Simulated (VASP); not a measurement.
Here is a VASP 6.6.1 calculation.

File INCAR:

```
SYSTEM = Cu
  PREC = Accurate
  ENCUT = 520
  EDIFF = 1E-6
  ISMEAR = 1
  SIGMA = 0.2
  LREAL = .False.
  LASPH = .True.
  NELM = 100
  ALGO = Normal
  ISIF = 2
  LWAVE = .False.
  LCHARG = .False.
  GGA = PS
  IBRION = 2
  NSW = 40
  EDIFFG = -0.01
  KPAR = 8
```

File KPOINTS:

```
regular mesh
0
Gamma
  18 18 1
  0 0 0
```

The input POSCAR:

```
Cu
1.0
    2.5236641021      0.0000000000      0.0000000000
    1.2618320510      2.1855572230      0.0000000000
    0.0000000000      0.0000000000     31.4845048859
Cu
9
Direct
    0.3333333333      0.3333333333      0.2382124168
    0.6666666667      0.6666666667      0.3036593126
    0.0000000000      0.0000000000      0.3691062084
    0.3333333333      0.3333333333      0.4345531042
    0.6666666667      0.6666666667      0.5000000000
    0.0000000000      0.0000000000      0.5654468958
    0.3333333333      0.3333333333      0.6308937916
    0.6666666667      0.6666666667      0.6963406874
    0.0000000000      0.0000000000      0.7617875832
```

Potentials or basis: VASP PAW PBE potentials, release 64 (Cu).

Run with:

```bash
$ cat potpaw_PBE.64/Cu/POTCAR > POTCAR
$ mpirun -np 8 vasp_std > vasp.out
```

Q: What does it give for the energy gained by relaxing?

A: 0.3 meV/atom.

Q: Predict the band gap on the k mesh.

A: None (metal or under the smearing width).

Final structure:
```
Cu
1.0
     2.52366    0.00000    0.00000
     1.26183    2.18556    0.00000
     0.00000    0.00000   31.48450
Cu
9
Direct
  0.33333 0.33333 0.23948
  0.66667 0.66667 0.30426
  0.00000 0.00000 0.36933
  0.33333 0.33333 0.43461
  0.66667 0.66667 0.50000
  0.00000 0.00000 0.56539
  0.33333 0.33333 0.63067
  0.66667 0.66667 0.69574
  0.00000 0.00000 0.76052
```
